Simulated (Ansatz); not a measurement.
The system is SiC.

```
CELL_PARAMETERS angstrom
3.07569 0.00000 0.00000
-1.53785 2.66363 0.00000
0.00000 0.00000 10.07065
ATOMIC_POSITIONS crystal
Si 0.00000 0.00000 0.18789
Si 0.00000 0.00000 0.68789
Si 0.33333 0.66667 0.43784
Si 0.66667 0.33333 0.93784
C 0.00000 0.00000 0.00046
C 0.00000 0.00000 0.50046
C 0.33333 0.66667 0.24980
C 0.66667 0.33333 0.74980
```

The cell is a database's computed one.

Base run:

| Property | Result |
| --- | --- |
| Program | Ansatz 0.2.0 |
| Functional | SVWN5 |
| Potentials or basis | Ansatz PAW |
| Cutoff | 420 eV (not typed: the program's choice for these potentials) |
| k mesh | 10 × 10 × 3 |
| Occupations | fermi-dirac, width 0.05 eV |
| Spin | no spin polarisation |

Its results: band gap on the k mesh 2.18 eV, indirect (least direct gap 3.30 eV); pressure -4.0 GPa; largest force 0.004 eV/Å.

Problem. After a change of settings the same cell gave: band gap on the k mesh 2.12 eV, indirect (least direct gap 3.24 eV); pressure 0.5 GPa; largest force 0.005 eV/Å. Which change was it?
A. functional from SVWN5 to PBE; cutoff from 420 eV (not typed: the program's choice for these potentials) to 350 eV
B. functional from SVWN5 to BLYP
C. functional from SVWN5 to PBEsol
D. functional from SVWN5 to PBE; k mesh from 10 × 10 × 3 to 6 × 6 × 2

Solution. C.

PBEsol binds less tightly than SVWN5, so the same cell stands under more pressure.

Caveats: the PAW data sets come from PBE, with cores solved anew for the run's functional, which leaves a small shift of forces and pressure.
